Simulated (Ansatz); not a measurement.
Write the native input for Ansatz 0.2.0 that does the following.

```
Task                  : relaxation of cell and atoms
Functional            : PBEsol
Potentials or basis   : Ansatz PAW
Cutoff                : 420 eV (not typed: the program's choice for these potentials)
k mesh                : 7 × 7 × 7
Occupations           : fermi-dirac, width 0.05 eV
Spin                  : no spin polarisation
Target pressure       : 30 GPa
Target pressure (GPa) : 30
```

S:

```xyz
6
Lattice="5.4090 3.1229 1.4267 -5.4090 3.1229 1.4267 0.0000 -6.2458 1.4267" Properties=species:S:1:pos:R:3 pbc="T T T"
S     4.1595   -1.7607    2.4018
S    -3.6046   -2.7219    2.4018
S    -0.5550    4.4826    2.4018
S    -4.1595    1.7607    1.8782
S     3.6046    2.7219    1.8782
S     0.5550   -4.4826    1.8782
```

This isn't the form of S at room conditions, which is orthorhombic, of S8 rings.

One way to write it, as run:

input.yaml

```yaml
crystal:
  lattice:
    - [5.409, 3.122887606, 1.4266666667]
    - [-5.409, 3.122887606, 1.4266666667]
    - [0.0, -6.2457752121, 1.4266666667]
  atoms:
    - { symbol: S, position: [0.8517, 0.0827, 0.7491] }
    - { symbol: S, position: [0.0827, 0.7491, 0.8517] }
    - { symbol: S, position: [0.7491, 0.8517, 0.0827] }
    - { symbol: S, position: [0.1483, 0.9173, 0.2509] }
    - { symbol: S, position: [0.9173, 0.2509, 0.1483] }
    - { symbol: S, position: [0.2509, 0.1483, 0.9173] }
hamiltonian:
  xc: pbesol
  pseudopotentials: { kind: paw }
kpoints:
  mp_grid: { grid: [7, 7, 7] }
scf:
  occupations: { method: fermi_dirac, width: 0.05 }
output:
  forces: true
  stress: true
  eigenvalues: true
  write_density: true
  write_potential: true
  elf: true
  volumetric_format: npy
relax:
  f_tol: 0.01
  max_steps: 40
  cell: { stress_tol: 0.05, p_target: 30.0 }
```

Potentials or basis: Ansatz PAW.

Command:

```sh
$ ansatz run input.yaml --threads 2 --pin off --max-ram 5632MiB --backend cpu --events-out ev --progress --plain --runs-dir out
```

Results of the run:

```json
{
 "Relaxed volume": "13.48 Å³/atom",
 "Relaxed cell": "a = 5.461 Å, b = 5.461 Å, c = 5.461 Å, α = 116.14°, β = 116.14°, γ = 116.14°",
 "Space group after relaxing (to 0.05 Å)": "R-3 (No. 148)",
 "Energy change on relaxing (the enthalpy is what falls)": "+450.8 meV/atom",
 "Ionic steps": "9",
 "Pressure after relaxing": "30.0 GPa",
 "Largest force after relaxing": "0.004 eV/Å",
 "Band gap on the k mesh": "0.32 eV, indirect (least direct gap 0.98 eV)"
}
```

Caveat: the volume moved by over 15 % at a fixed basis, so the end points are rough; odd divisions of the mesh miss points on the zone boundary, where band edges often lie, so the gap on the mesh can be too wide; the plane-wave basis is chosen anew once the cell has moved, so the energies of steps on either side of that aren't comparable; the PAW data sets come from PBE, with cores solved anew for the run's functional, which leaves a small shift of forces and pressure.

Run time: 48 s on 2 threads of Arm Neoverse V2, on a shared host, peak memory 0.51 GiB.
